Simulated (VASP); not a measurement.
**C: band structure with TPSSh**

C:

```
CELL_PARAMETERS angstrom
0.00000 1.78337 1.78337
1.78337 0.00000 1.78337
1.78337 1.78337 0.00000
ATOMIC_POSITIONS crystal
C 0.75000 0.75000 0.75000
C 0.50000 0.50000 0.50000
```

This isn't the form of C at room conditions, which is graphite.

```yaml
Program: VASP 6.6.1
Task: band structure
Functional: TPSSh
Potentials_or_basis: VASP PAW PBE potentials, release 64 (C)
Cutoff: 520 eV
k_mesh: 7 × 7 × 7
Occupations: fermi-dirac, width 0.05 eV
Spin: no spin polarisation
Grid_for_exact_exchange_PRECFOCK: Normal
Exchange_at_q_=_0: truncated
Further_INCAR_settings: ALGO = Normal; EDIFF = 1e-06
```

```yaml
Pressure: -2.1 GPa
Band_gap_on_the_k_mesh: 5.03 eV, indirect (least direct gap 6.64 eV)
Band_gap_along_the_path: 4.92 eV, indirect (least direct gap 6.64 eV)
```

Levels at the corners of the path, in eV from the valence-band top:
| point | band 1 | band 2 | band 3 | band 4 | band 5 | band 6 | band 7 | band 8 |
| --- | --- | --- | --- | --- | --- | --- | --- | --- |
| Γ | -22.72 | 0.00 | 0.00 | 0.00 | 6.64 | 6.64 | 6.64 | 14.57 |
| X | -13.56 | -13.56 | -6.61 | -6.61 | 5.53 | 5.53 | 18.50 | 18.50 |
| X | -13.56 | -13.56 | -6.61 | -6.61 | 5.53 | 5.53 | 18.50 | 18.50 |
| W | -12.75 | -12.75 | -8.73 | -8.73 | 11.67 | 11.67 | 13.67 | 13.67 |
| W | -12.75 | -12.75 | -8.73 | -8.73 | 11.67 | 11.67 | 13.67 | 13.67 |
| K | -13.82 | -12.46 | -9.77 | -5.63 | 6.51 | 11.86 | 15.91 | 17.17 |
| K | -13.82 | -12.46 | -9.77 | -5.63 | 6.51 | 11.86 | 15.91 | 17.17 |
| Γ | -22.72 | 0.00 | 0.00 | 0.00 | 6.64 | 6.64 | 6.64 | 14.57 |
| Γ | -22.72 | 0.00 | 0.00 | 0.00 | 6.64 | 6.64 | 6.64 | 14.57 |
| L | -16.70 | -14.10 | -2.94 | -2.94 | 9.63 | 9.63 | 9.82 | 16.93 |
| L | -16.70 | -14.10 | -2.94 | -2.94 | 9.63 | 9.63 | 9.82 | 16.93 |
| U | -13.82 | -12.46 | -9.77 | -5.63 | 6.51 | 11.86 | 15.91 | 17.17 |
| U | -13.82 | -12.46 | -9.77 | -5.63 | 6.51 | 11.86 | 15.91 | 17.17 |
| W | -12.75 | -12.75 | -8.73 | -8.73 | 11.67 | 11.67 | 13.67 | 13.67 |
| W | -12.75 | -12.75 | -8.73 | -8.73 | 11.67 | 11.67 | 13.67 | 13.67 |
| L | -16.70 | -14.10 | -2.94 | -2.94 | 9.63 | 9.63 | 9.82 | 16.93 |
| L | -16.70 | -14.10 | -2.94 | -2.94 | 9.63 | 9.63 | 9.82 | 16.93 |
| K | -13.82 | -12.46 | -9.77 | -5.63 | 6.51 | 11.86 | 15.91 | 17.17 |
| U | -13.82 | -12.46 | -9.77 | -5.63 | 6.51 | 11.86 | 15.91 | 17.17 |
| X | -13.56 | -13.56 | -6.61 | -6.61 | 5.53 | 5.53 | 18.50 | 18.50 |

Wall time 7.5 min on 1 thread of Intel(R) Xeon(R) Platinum 8488C (Sapphire Rapids), on a shared host, peak memory 0.14 GiB.

Caveat: the k mesh is coarse (spacing up to 0.44 Å⁻¹), so the values aren't converged, least of all with exact exchange; the PAW data sets were made with another functional, which shifts forces and pressure a little; the mesh misses the band edges, which the band path finds closer together.
